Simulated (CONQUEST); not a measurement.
**SnO2 (Cassiterite) under changes of volume**

One of the cells (11.922 Å³/atom); the others are scaled copies at fixed shape and fractional positions:

```
CELL_PARAMETERS angstrom
3.18650 0.00000 0.00000
0.00000 4.73800 0.00000
0.00000 0.00000 4.73800
ATOMIC_POSITIONS crystal
Sn 0.50000 0.50000 0.50000
Sn 0.00000 0.00000 0.00000
O 0.50000 0.19290 0.19290
O 0.00000 0.69290 0.30710
O 0.50000 0.80710 0.80710
O 0.00000 0.30710 0.69290
```

```yaml
Program: CONQUEST 1.3
Functional: PBE
Potentials_or_basis: PseudoDojo NC PBE, SZP, grid of 36 × 60 × 60 points
k_mesh: 8 × 6 × 6
Occupations: fermi-dirac, width 0.05 eV
Spin: no spin polarisation
```

```csv
volume (Å³/atom),energy over the lowest point (meV/atom),pressure (GPa),gap on the mesh (eV),largest force (eV/Å)
11.207,198.49,39.5,1.67,0.648
11.445,?,?,?,?
11.684,100.70,26.9,1.16,0.450
11.922,64.74,21.7,0.93,0.358
12.161,36.32,16.6,0.71,0.257
12.399,15.05,12.1,0.49,0.185
12.637,0.00,8.3,0.29,0.130
```

Problem. What does the run at 11.445 Å³/atom give?

Solution. Energy over the lowest point 144.86 meV/atom; pressure 32.7 GPa; gap on the mesh 1.41 eV; largest force 0.535 eV/Å.

Worked out: A Birch-Murnaghan fit of order 3 (a polynomial in V^(-2/3)) to the other rows has no minimum within the range. It gives 145.11 meV/atom at 11.445 Å³/atom, against the run's 144.86, and -dE/dV = 32.8 GPa, against 32.7. A straight line through the other rows of the gap, of slope -11.5 eV per unit of ln V (its deformation potential), gives 1.41 eV, against the run's 1.41.

Energies are extrapolated to zero smearing.

Caveats: the atomic basis is small; spin-orbit coupling is left out, which moves the levels of the heavy elements; the basis of atomic orbitals isn't converged, which shifts pressures, moduli and gaps.

A mesh can miss the band edges.
